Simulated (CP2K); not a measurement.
## Ru in CP2K: the effect of functional

Ru:

```xyz
2
Lattice="2.7058 0.0000 0.0000 -1.3529 2.3433 0.0000 0.0000 0.0000 4.2819" Properties=species:S:1:pos:R:3 pbc="T T T"
Ru    1.3529    0.7811    3.2114
Ru    0.0000    1.5622    1.0705
```

Alike in all runs:

| Property | Result |
| --- | --- |
| Program | CP2K 2026.2 |
| Task | band structure |
| Potentials or basis | POTENTIAL_UZH Ru GTH-PBE-q16; TZVP-MOLOPT-PBE-GTH basis |
| Density cutoff | 9184 eV |
| k mesh | 11 × 11 × 6 |
| Occupations | fermi-dirac, width 0.05 eV |
| Spin | no spin polarisation |

```tsv
functional	pressure (GPa)
PBE	?
LDA	-7.9
PBEsol	-2.8
vdW-DF2	30.9
AM05	-4.8
OLYP	0.5
SCAN	-3.6
```

What does the run with functional PBE give?

Pressure 7.4 GPa.

Caveats: the basis of atomic orbitals isn't converged, which shifts pressures, moduli and gaps; the potentials were made for another functional, which shifts forces and pressure (some runs); a pressure of tens of GPa on the cell as given is suspect, and the run, the potentials or the cell itself is likely at fault (some runs).
